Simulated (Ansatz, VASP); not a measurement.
One calculation of Ga, two programs

The input INCAR:

```
PREC = Accurate
ENCUT = 520
EDIFF = 1E-6
ISMEAR = -1
SIGMA = 0.05
LREAL = False
LASPH = True
NELM = 100
ALGO = Normal
ISIF = 2
LWAVE = False
LCHARG = False
GGA = PE
NBANDS = 20
```

Contents of KPOINTS:

```
Automatic mesh
0
Gamma
  11 11 11
```

File POSCAR:

```
Ga
1.0
    0.0000000000      2.2187724625      2.2187724625
    2.2187724625      0.0000000000      2.2187724625
    2.2187724625      2.2187724625      0.0000000000
Ga
2
Direct
   -0.1250000000     -0.1250000000     -0.1250000000
    0.1250000000      0.1250000000      0.1250000000
```

Input for Ansatz:

```yaml
crystal:
  lattice:
    - [0.0, 2.2187724625, 2.2187724625]
    - [2.2187724625, 0.0, 2.2187724625]
    - [2.2187724625, 2.2187724625, 0.0]
  atoms:
    - { symbol: Ga, position: [-0.125, -0.125, -0.125] }
    - { symbol: Ga, position: [0.125, 0.125, 0.125] }
kpoints:
  mp_grid: { grid: [11, 11, 11] }
scf:
  occupations: { method: fermi_dirac, width: 0.05 }
hamiltonian:
  xc: pbe
  pseudopotentials: { kind: all_electron, datasets: crystal }
output:
  forces: true
  stress: true
  eigenvalues: true
```

Change from the starting cell: volume scaled by 0.43, crystal datasets.

Alike in both runs: task single point; functional PBE; k mesh 11 × 11 × 11; occupations fermi-dirac, width 0.05 eV; no spin polarisation.

```csv
,VASP,Ansatz
version,VASP 6.6.1,Ansatz 0.2.0
potentials or method,"VASP PAW PBE potentials, release 64 (Ga_d)","all-electron PAW with datasets made for the crystal, scalar-relativistic"
plane-wave cutoff (eV),520,see its input
```

```tsv
	VASP	Ansatz	Ansatz less VASP
pressure (GPa)	221.7	213.5	-8.16
```

Ansatz ran all-electron here, so the differences hold the error of VASP's frozen core and of both bases.

Caveats: the cell as given lies far from equilibrium; so large a pressure means that the cell lies far from this level's equilibrium, or that cutoff or potentials fall short (VASP).
